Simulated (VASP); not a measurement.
# MgI2 (P-3m1) in VASP: further runs

The runs below take MgI2 through density of states, electric field gradients, with PBE.

All numbers are computed with VASP 6.6.1; they aren't measurements. Logs are shortened: lines on timing, memory, paths and dates and some standing lists are left out, and cuts for length are marked.

### Step 1. Starting point

It takes space group P-3m1 (No. 164, trigonal). Conventional cell: a = 4.207 Å, b = 4.207 Å, c = 7.850 Å, α = 90.00°, β = 90.00°, γ = 120.00°. Mg (site symmetry -3m) is surrounded by 6 I at 2.95 Å. I (site symmetry 3m) has 3 Mg at 2.95 Å as nearest neighbours.

The cell comes from a database or a generator and needn't be the stable form of this composition.

### Step 2. Density of states, PBE

POSCAR reads:

```
MgI2
1.0
    4.2073279107      0.0000000000      0.0000000000
   -2.1036639553      3.6436528527      0.0000000000
    0.0000000000      0.0000000000      7.8497466096
Mg I
1 2
Direct
    0.0000000000      0.0000000000      0.0000000000
    0.3333333333      0.6666666667      0.2131901454
    0.6666666667      0.3333333333      0.7868098546
```

INCAR.step1 reads:

```
  PREC = Accurate
  ENCUT = 520
  EDIFF = 1E-7
  ISMEAR = -1
  SIGMA = 0.05
  LREAL = False
  LASPH = True
  NELM = 100
  ALGO = Fast
  ISIF = 2
  LWAVE = False
  LCHARG = True
  GGA = PE
  NBANDS = 15
```

KPOINTS.step1 reads:

```
Automatic mesh
0
Gamma
  10 10 5
```

INCAR.step2 reads:

```
  PREC = Accurate
  ENCUT = 520
  EDIFF = 1E-7
  ISMEAR = -5
  SIGMA = 0.05
  LREAL = False
  LASPH = True
  NELM = 100
  ALGO = Fast
  ISIF = 2
  LWAVE = False
  LCHARG = False
  GGA = PE
  LORBIT = 11
  NBANDS = 15
  NEDOS = 1001
  ICHARG = 11
```

KPOINTS.step2 reads:

```
Automatic mesh
0
Gamma
  15 15 8
```

Potentials or basis: VASP PAW PBE potentials, release 64 (Mg, I).

The run is started by

```bash
$ cat potpaw_PBE.64/Mg/POTCAR potpaw_PBE.64/I/POTCAR > POTCAR
$ cp INCAR.step1 INCAR
$ cp KPOINTS.step1 KPOINTS
$ mpirun -np 1 vasp_std > vasp.out
$ cp INCAR.step2 INCAR
$ cp KPOINTS.step2 KPOINTS
$ mpirun -np 1 vasp_std > vasp.out
```

OUTCAR:

```text
PREC = Accurate
   ENCUT = 520
   EDIFF = 1E-7
   ISMEAR = -5
   LREAL = False
   LASPH = True
   NELM = 100
   ISIF = 2
   GGA = PE
   LORBIT = 11
   ICHARG = 11

 ion  position               nearest neighbor table
   1  0.000  0.000  0.000-   2 2.95   3 2.95   2 2.95   3 2.95   3 2.95   2 2.95
   2  0.333  0.667  0.213-   1 2.95   1 2.95   1 2.95
   3  0.667  0.333  0.787-   1 2.95   1 2.95   1 2.95

  LATTYP: Found a hexagonal cell.
 ALAT       =     4.2073279107
 C/A-ratio  =     1.8657320694

  Lattice vectors:

 A1 = (   4.2073279107,   0.0000000000,   0.0000000000)
 A2 = (  -2.1036639553,   3.6436528527,   0.0000000000)
 A3 = (   0.0000000000,   0.0000000000,   7.8497466096)

Analysis of symmetry for initial positions (statically):
=====================================================================
 Subroutine PRICEL returns:
 Original cell was already a primitive cell.

 Routine SETGRP: Setting up the symmetry group for a
 hexagonal supercell.

 Subroutine GETGRP returns: Found 12 space group operations
 (whereof 12 operations were pure point group operations)
 out of a pool of 24 trial point group operations.

The static configuration has the point symmetry D_3d.

Analysis of symmetry for dynamics (positions and initial velocities):
=====================================================================
 Subroutine PRICEL returns:
 Original cell was already a primitive cell.

 Routine SETGRP: Setting up the symmetry group for a
 hexagonal supercell.

 Subroutine GETGRP returns: Found 12 space group operations
 (whereof 12 operations were pure point group operations)
 out of a pool of 24 trial point group operations.

The dynamic configuration has the point symmetry D_3d.

 Subroutine INISYM returns: Found 12 space group operations
 (whereof 12 operations are pure point group operations),
 and found     1 'primitive' translations

----------------------------------------------------------------------------------------

                                     Primitive cell

  volume of cell :     120.3369

  direct lattice vectors                    reciprocal lattice vectors
     4.207327911  0.000000000  0.000000000     0.237680547  0.137224928  0.000000000
    -2.103663955  3.643652853  0.000000000     0.000000000  0.274449856  0.000000000
     0.000000000  0.000000000  7.849746610     0.000000000  0.000000000  0.127392647

  length of vectors
     4.207327911  4.207327911  7.849746610     0.274449856  0.274449856  0.127392647

  position of ions in fractional coordinates (direct lattice)
     0.000000000  0.000000000  0.000000000
     0.333333333  0.666666667  0.213190145
     0.666666667  0.333333333  0.786809855

  ion indices of the primitive-cell ions
   primitive index   ion index
                 1           1
                 2           2
                 3           3

----------------------------------------------------------------------------------------

 KPOINTS: Automatic mesh

Automatic generation of k-mesh.
 Grid dimensions read from file:
 generate k-points for:   15   15    8

 Generating k-lattice:

  Cartesian coordinates                     Fractional coordinates (reciprocal lattice)
     0.015845370  0.009148329  0.000000000     0.066666667 -0.000000000  0.000000000
     0.000000000  0.018296657  0.000000000     0.000000000  0.066666667  0.000000000
     0.000000000  0.000000000  0.015924081     0.000000000  0.000000000  0.125000000

  Length of vectors
     0.018296657  0.018296657  0.015924081

  Shift w.r.t. Gamma in fractional coordinates (k-lattice)
     0.000000000  0.000000000  0.000000000

 TETIRR: Found   2612 inequivalent tetrahedra from    10800

 Subroutine IBZKPT returns following result:
 ===========================================

 Found    192 irreducible k-points:

 Following reciprocal coordinates:
            Coordinates               Weight
  0.000000  0.000000  0.000000      1.000000
  0.066667 -0.000000  0.000000      6.000000
  0.133333 -0.000000  0.000000      6.000000
  0.200000  0.000000  0.000000      6.000000
  0.266667 -0.000000  0.000000      6.000000
  0.333333  0.000000  0.000000      6.000000
[... 16 lines left out ...]
  0.333333  0.200000  0.000000     12.000000
  0.400000  0.200000  0.000000      6.000000
 [... further k-points ...]
   k-points           NKPTS =    192   k-points in BZ     NKDIM =    192   number of bands    NBANDS=     15
   number of dos      NEDOS =   1001   number of ions     NIONS =      3
   total plane-waves  NPLWV =  61440
   dimension x,y,z NGX =    32 NGY =   32 NGZ =   60
   dimension x,y,z NGXF=    64 NGYF=   64 NGZF=  120
   ions per type =               1   2
   NGX,Y,Z   is equivalent  to a cutoff of  12.64, 12.64, 12.71 a.u.
   NGXF,Y,Z  is equivalent  to a cutoff of  25.29, 25.29, 25.41 a.u.
 SYSTEM =  unknown system
   PREC   = accura    normal or accurate (medium, high low for compatibility)
   ISTART =      0    job   : 0-new  1-cont  2-samecut
   ICHARG =     11    charge: 1-file 2-atom 10-const
   ISPIN  =      1    spin polarized calculation?
   LNONCOLLINEAR =      F non collinear calculations
   LSORBIT =      F    spin-orbit coupling
   LASPH  =      T    aspherical Exc in radial PAW
   ENCUT  =  520.0 eV  38.22 Ry    6.18 a.u.   7.82  7.82 14.60*2*pi/ulx,y,z
   NELM   =    100;   NELMIN=  2; NELMDL=  0     # of ELM steps
   EDIFF  = 0.1E-06   stopping-criterion for ELM
   LREAL  =      F    real-space projection
   EDIFFG = 0.1E-05   stopping-criterion for IOM
   NSW    =      0    number of steps for IOM
   IBRION =     -1    ionic relax: 0-MD 1-quasi-New 2-CG
   NFREE  =      0    steps in history (QN), initial steepest desc. (CG)
   ISIF   =      2    stress and relaxation
   ISYM   =      2    0-nonsym 1-usesym 2-fastsym
   POTIM  = 0.5000    time-step for ionic-motion
   TEBEG  =    0.0;   TEEND  =   0.0 temperature during run
   PSTRESS=    0.0 pullay stress
   NELECT =      16.0000    total number of electrons
   NUPDOWN=      -1.0000    fix difference up-down
   EMIN   =  10.00;   EMAX   =-10.00  energy-range for DOS
   EFERMI =   0.00;   METHOD = LEGACY
   ISMEAR =    -5;   SIGMA  =   0.05  broadening in eV -4-tet -1-fermi 0-gaus
   EFERMI_NEDOS =   21; number of points for ismear=-14 and -15
   IALGO  =     68    algorithm
   IMIX   =      4    mixing-type and parameters
     AMIX     =   0.40;   BMIX     =  1.00
     AMIX_MAG =   1.60;   BMIX_MAG =  1.00
  volume/ion in A,a.u.               =      40.11       270.69
  Fermi-wavevector in a.u.,A,eV,Ry     =   0.835568  1.578995  9.499234  0.698174
  Thomas-Fermi vector in A             =   1.949148
   LORBIT       =     11    0 simple, 1 ext, 2 COOP (PROOUT), +10 PAW based schemes
   GGA     = PE    functional components
   LHFCALC =     F    Hartree Fock is set to
   AEXX    =    0.0000 exact exchange contribution
   IVDW    =     0    specifies the selected vdW correction
   LEPSILON=     F    determine dielectric tensor
   LRPA    =     F    only Hartree local field effects (RPA)
 non-spin polarized calculation
 RMM-DIIS sequential band-by-band and
 Fermi weights with tetrahedron method with Bloechl corrections
  energy-cutoff  :      520.00
  volume of cell :      120.34
 maximum number of plane-waves:      3264

 number of electron      16.0000000 magnetization

 Free energy of the ion-electron system (eV)
  ---------------------------------------------------
  ext. energy  EPLUGINS =         0.00000000
  ---------------------------------------------------
  free energy    TOTEN  =        -7.73958109 eV

  energy without entropy =       -7.73958109  energy(sigma->0) =       -7.73958109

 E-fermi :   0.9078     XC(G=0):  -7.4109

 val. band max:        0.8869257787   @ k =   0.0000   0.0000   0.0000
 cond. band min:       4.5080490945   @ k =   0.0000   0.4667   0.3750
 fundamental gap:      3.6211233158
 Fermi energy:         0.9077600582

 k-point     1 :       0.0000    0.0000    0.0000
  band No.  band energies     occupation
      1     -10.8608      2.00000
      2     -10.3287      2.00000
      3      -2.0989      2.00000
      4       0.5947      2.00000
      5       0.6031      2.00000
      6       0.6031      2.00000
      7       0.8869      2.00000
      8       0.8869      2.00000
      9       4.5963      0.00000
     10       5.7863      0.00000
     11       7.5808      0.00000
     12       7.5808      0.00000
     13       7.8023      0.00000
     14       9.0394      0.00000
     15       9.0394      0.00000

 k-point     2 :       0.0667   -0.0000    0.0000
  band No.  band energies     occupation
      1     -10.8399      2.00000
      2     -10.3165      2.00000
      3      -2.0755      2.00000
      4       0.3819      2.00000
      5       0.5453      2.00000
      6       0.6301      2.00000
      7       0.7328      2.00000
      8       0.8824      2.00000
      9       4.7792      0.00000
     10       5.9737      0.00000
     11       7.2346      0.00000
     12       7.6592      0.00000
     13       8.1153      0.00000
     14       8.8198      0.00000
     15       9.1261      0.00000
[... 365 lines left out ...]
      3      -2.2229      2.00000
      4      -1.5591      2.00000
      5      -0.9829      2.00000
      6      -0.5102      2.00000
      7      -0.0258      2.00000
      8       0.3443      2.00000
      9       5.1582      0.00000
     10       7.4844      0.00000
     11       7.5366      0.00000
     12       7.7537      0.00000
     13       8.4698      0.00000
     14       9.1071      0.00000
     15       9.4481      0.00000

 k-point    24 :       0.4000    0.2000    0.0000
  band No.  band energies     occupation
      1     -10.1831      2.00000
      2     -10.0841      2.00000
      3      -2.2693      2.00000
      4      -1.5825      2.00000
      5      -1.0071      2.00000
      6      -0.5754      2.00000
      7       0.0379      2.00000
      8       0.2636      2.00000
      9       5.0969      0.00000
     10       7.4401      0.00000
     11       7.5434      0.00000
     12       7.8174      0.00000
     13       8.4011      0.00000
     14       9.3964      0.00000
     15       9.6664      0.00000

 [... further k-points ...]
[... 5 lines left out ...]
  --------------------------------------------------------------------------------------
  -------------------------------------------------------------------------------------
  Total       -0.0502928     -0.0502928     -0.0376388     -0.0000000      0.0000000     -0.0000000
  in kB       -0.6696033     -0.6696033     -0.5011262     -0.0000000      0.0000000     -0.0000000
  external PRESSURE =      -0.6134443 kB  Pullay stress =       0.0000000 kB

 VOLUME and BASIS-vectors are now :
 -----------------------------------------------------------------------------
  energy-cutoff  :      520.00
  volume of cell :      120.34
      direct lattice vectors                 reciprocal lattice vectors
     4.207327911  0.000000000  0.000000000     0.237680547  0.137224928  0.000000000
    -2.103663955  3.643652853  0.000000000     0.000000000  0.274449856  0.000000000
     0.000000000  0.000000000  7.849746610     0.000000000  0.000000000  0.127392647

 POSITION                                       TOTAL-FORCE (eV/Angst)
 -----------------------------------------------------------------------------------
      0.00000      0.00000      0.00000        -0.000000      0.000000      0.000000
     -0.00000      2.42910      1.67349         0.000000     -0.000000     -0.012251
      2.10366      1.21455      6.17626        -0.000000      0.000000      0.012251
 -----------------------------------------------------------------------------------
    total drift:                               -0.000000      0.000000      0.000000

  FREE ENERGIE OF THE ION-ELECTRON SYSTEM (eV)
  ---------------------------------------------------
  free  energy   TOTEN  =        -7.7395810912 eV

  energy  without entropy=       -7.7395810912  energy(sigma->0) =       -7.73958109

 total charge

# of ion       s       p       d       tot
------------------------------------------
    1        0.137   0.106   0.026   0.269
    2        1.505   2.818   0.011   4.334
    3        1.505   2.818   0.011   4.334
--------------------------------------------------
tot          3.147   5.742   0.048   8.937
```

Wall time 1.8 min (1 thread of Intel Xeon 6975P-C (Granite Rapids), shared host); peak memory 0.49 GiB.

Results:

```
Valence electrons inside the program's atomic spheres : Mg 0.27; I 4.33
```

Levels at points of the mesh, in eV from the valence-band top:
```csv
k point,band 4,band 5,band 6,band 7,band 8,band 9,band 10,band 11,band 12,band 13
"(0.00, 0.00, 0.00)",-0.29,-0.28,-0.28,0.00,0.00,3.71,4.90,6.69,6.69,6.92
"(0.00, 0.00, 0.50)",-0.84,-0.27,-0.27,-0.02,-0.02,4.35,4.89,6.65,6.65,7.13
```

States per cell in windows of 1 eV (zero at the valence-band top; states under -8 eV left out):
```csv
from (eV),total,I2_p,I3_p,Mg1_p,Mg1_s,I2_d,I3_d
-8.0,0.00,0.00,0.00,0.00,0.00,0.00,0.00
-7.0,0.00,0.00,0.00,0.00,0.00,0.00,0.00
-6.0,0.00,0.00,0.00,0.00,0.00,0.00,0.00
-5.0,0.00,0.00,0.00,0.00,0.00,0.00,0.00
-4.0,0.97,0.16,0.16,0.00,0.06,0.00,0.00
-3.0,2.63,0.49,0.49,0.03,0.06,0.00,0.00
-2.0,3.15,0.73,0.73,0.05,0.01,0.00,0.00
-1.0,5.29,1.44,1.44,0.02,0.00,0.00,0.00
0.0,0.00,0.00,0.00,0.00,0.00,0.00,0.00
1.0,0.00,0.00,0.00,0.00,0.00,0.00,0.00
2.0,0.00,0.00,0.00,0.00,0.00,0.00,0.00
3.0,0.37,0.02,0.02,0.00,0.06,0.01,0.01
4.0,1.63,0.13,0.13,0.01,0.29,0.04,0.04
5.0,1.74,0.04,0.04,0.07,0.01,0.06,0.06
6.0,3.67,0.12,0.12,0.18,0.01,0.18,0.18
7.0,3.44,0.13,0.13,0.23,0.01,0.19,0.19
```

Caveat: this functional lacks dispersion, which binds the layers, so the pressure and a relaxed spacing across them are unreliable. Spin-orbit coupling is left out, which matters for the levels of I.

### Step 3. Electric field gradients, PBE

INCAR reads:

```
SYSTEM = MgI2
PREC = Accurate ; ENCUT = 520
EDIFF = 1E-8 ; ISMEAR = -1
SIGMA = 0.05 ; LREAL = .False.
LASPH = .True. ; NELM = 100
ALGO = Fast ; ISIF = 2
LWAVE = .False. ; LCHARG = .False.
GGA = PE ; LEFG = .True.
NBANDS = 15
```

KPOINTS reads:

```
regular mesh
0
Gamma
  10 10 5
  0 0 0
```

POSCAR is that of step 2.

Potentials or basis: VASP PAW PBE potentials, release 64 (Mg, I).

The run is started by

```bash
$ cat potpaw_PBE.64/Mg/POTCAR potpaw_PBE.64/I/POTCAR > POTCAR
$ mpirun -np 1 vasp_std > vasp.out
```

OUTCAR:

```text
SYSTEM = MgI2
   PREC = Accurate
   ENCUT = 520
   EDIFF = 1E-8
   ISMEAR = -1
   LREAL = .False.
   LASPH = .True.
   NELM = 100
   ISIF = 2
   GGA = PE

 ion  position               nearest neighbor table
   1  0.000  0.000  0.000-   2 2.95   3 2.95   2 2.95   3 2.95   3 2.95   2 2.95
   2  0.333  0.667  0.213-   1 2.95   1 2.95   1 2.95
   3  0.667  0.333  0.787-   1 2.95   1 2.95   1 2.95

  LATTYP: Found a hexagonal cell.
 ALAT       =     4.2073279107
 C/A-ratio  =     1.8657320694

  Lattice vectors:

 A1 = (   4.2073279107,   0.0000000000,   0.0000000000)
 A2 = (  -2.1036639553,   3.6436528527,   0.0000000000)
 A3 = (   0.0000000000,   0.0000000000,   7.8497466096)

Analysis of symmetry for initial positions (statically):
=====================================================================
 Subroutine PRICEL returns:
 Original cell was already a primitive cell.
[... 630 lines left out ...]
    -2.103663955  3.643652853  0.000000000     0.000000000  0.274449856  0.000000000
     0.000000000  0.000000000  7.849746610     0.000000000  0.000000000  0.127392647

 POSITION                                       TOTAL-FORCE (eV/Angst)
 -----------------------------------------------------------------------------------
      0.00000      0.00000      0.00000         0.000000      0.000000     -0.000000
     -0.00000      2.42910      1.67349        -0.000000      0.000000     -0.012477
      2.10366      1.21455      6.17626         0.000000     -0.000000      0.012477
 -----------------------------------------------------------------------------------
    total drift:                               -0.000000      0.000000     -0.000000

  FREE ENERGIE OF THE ION-ELECTRON SYSTEM (eV)
  ---------------------------------------------------
  free  energy   TOTEN  =        -7.7397693651 eV

  energy  without entropy=       -7.7397693651  energy(sigma->0) =       -7.73976937

 Electric field gradients (V/A^2)
---------------------------------------------------------------------
 ion       V_xx      V_yy      V_zz      V_xy      V_xz      V_yz
---------------------------------------------------------------------
   1      -0.181    -0.181     0.361    -0.000     0.000    -0.000
   2      26.537    26.537   -53.074    -0.000     0.000    -0.000
   3      26.537    26.537   -53.074    -0.000     0.000    -0.000
---------------------------------------------------------------------

 Electric field gradients after diagonalization (V/A^2)
 (convention: |V_zz| > |V_xx| > |V_yy|)
----------------------------------------------------------------------
 ion       V_xx      V_yy      V_zz     asymmetry (V_yy - V_xx)/ V_zz
----------------------------------------------------------------------
   1      -0.181    -0.181     0.361       0.000
   2      26.537    26.537   -53.074       0.000
   3      26.537    26.537   -53.074       0.000
----------------------------------------------------------------------

           NMR quadrupolar parameters

 Cq : quadrupolar parameter    Cq=e*Q*V_zz/h
 eta: asymmetry parameters     (V_yy - V_xx)/ V_zz
 Q  : nuclear electric quadrupole moment in mb (millibarn)
----------------------------------------------------------------------
 ion       Cq(MHz)       eta       Q (mb)
----------------------------------------------------------------------
   1       0.001       0.000       1.000
   2      -0.128       0.000       1.000
   3      -0.128       0.000       1.000
----------------------------------------------------------------------
```

stdout:

```text
POSCAR found type information on POSCAR MgI
 POSCAR found :  2 types and       3 ions
 scaLAPACK will be used
 LDA part: xc-table for (Slater+PW92), standard interpolation
 POSCAR, INCAR and KPOINTS ok, starting setup
 FFT: planning ... GRIDC
 FFT: planning ... GRID_SOFT
 FFT: planning ... GRID
 WAVECAR not read
 entering main loop
ion   1

ion   2

ion   3
```

Run time: 46 s. Hardware: 1 thread of Intel Xeon 6975P-C (Granite Rapids), shared host; peak memory 0.3 GiB.

What came out:

```
Free energy            : -7.7398 eV
Pressure               : -0.1 GPa
Largest force          : 0.012 eV/Å
Band gap on the k mesh : 3.61 eV, indirect (least direct gap 3.71 eV)
```

Forces in eV/Å, atoms in the order of the input:
```
Mg   0.000  0.000  0.000
I    0.000  0.000 -0.012
I    0.000  0.000  0.012
```

Electric field gradients, principal values (V/Å²):
| atom | Vxx | Vyy | Vzz |
| --- | --- | --- | --- |
| 1 Mg | -0.181 | -0.181 | 0.361 |
| 2 I | 26.537 | 26.537 | -53.074 |
| 3 I | 26.537 | 26.537 | -53.074 |

Caveat: spin-orbit coupling is left out, which moves the levels of the heavy elements; an odd mesh through Γ misses points on the zone boundary, where band edges often lie; this functional lacks dispersion, which binds the layers, so the pressure and a relaxed spacing across them are unreliable.
